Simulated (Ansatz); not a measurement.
Ribbons are cut from the relaxed Ge monolayer (P-3m1, bond 2.43 Å, gap on the mesh 0.00 eV); N counts dimer lines (armchair) or zigzag chains, and the edge energy is per length, the mean of both edges over the sheet. Caps count from half an H2 molecule.

Method: Ansatz 0.2.0, DFT PBE, scalar-relativistic, plane waves, PAW.

Cutoff 420 eV; k points 1×1×22 on the computed 8-atom cell (Γ-centred); Gaussian smearing, width 0.05 eV; collinear spin from starting moments 0 0 -1 1 0 0 0 0 μB.

Start (zigzag, N = 3 with H caps, edge spins started opposed):

```yaml
crystal:
  lattice:
    - [20.10000, 0.00000, 0.00000]
    - [0.00000, 10.00000, 0.00000]
    - [0.00000, 0.00000, 4.04383]
  atoms:
    - { symbol: Ge, position: [0.35481, 0.46610, 0.00000] }
    - { symbol: Ge, position: [0.52904, 0.46610, 0.50000] }
    - { symbol: Ge, position: [0.70327, 0.46610, 0.00000] }
    - { symbol: Ge, position: [0.29673, 0.53390, 0.50000] }
    - { symbol: Ge, position: [0.47096, 0.53390, 0.00000] }
    - { symbol: Ge, position: [0.64519, 0.53390, 0.50000] }
    - { symbol: H, position: [0.77685, 0.50905, 0.00000] }
    - { symbol: H, position: [0.22315, 0.49095, 0.50000] }
```

What does the relaxation give?

The free energy falls by 4 meV/atom.

| Property | Result |
| --- | --- |
| edge energy (eV/Å) | 0.122 |
| period (Å) | 4.037 |
| gap on the mesh (eV) | 0.31 |
| size of the moment (μB per cell) | 0.00 |

Relaxed structure:
```yaml
crystal:
  lattice:
    - [20.10000, 0.00000, 0.00000]
    - [0.00000, 10.00000, 0.00000]
    - [0.00000, 0.00000, 4.03730]
  atoms:
    - { symbol: Ge, position: [0.35482, 0.46523, 0.00000] }
    - { symbol: Ge, position: [0.52883, 0.46577, 0.50000] }
    - { symbol: Ge, position: [0.70060, 0.46664, 0.00000] }
    - { symbol: Ge, position: [0.29940, 0.53336, 0.50000] }
    - { symbol: Ge, position: [0.47117, 0.53423, 0.00000] }
    - { symbol: Ge, position: [0.64518, 0.53477, 0.50000] }
    - { symbol: H, position: [0.77519, 0.51153, 0.00000] }
    - { symbol: H, position: [0.22481, 0.48847, 0.50000] }
```

Time: 9.3 min on 4 threads of AMD EPYC (Zen 3), with other jobs on the host, peak memory 1.8 GiB.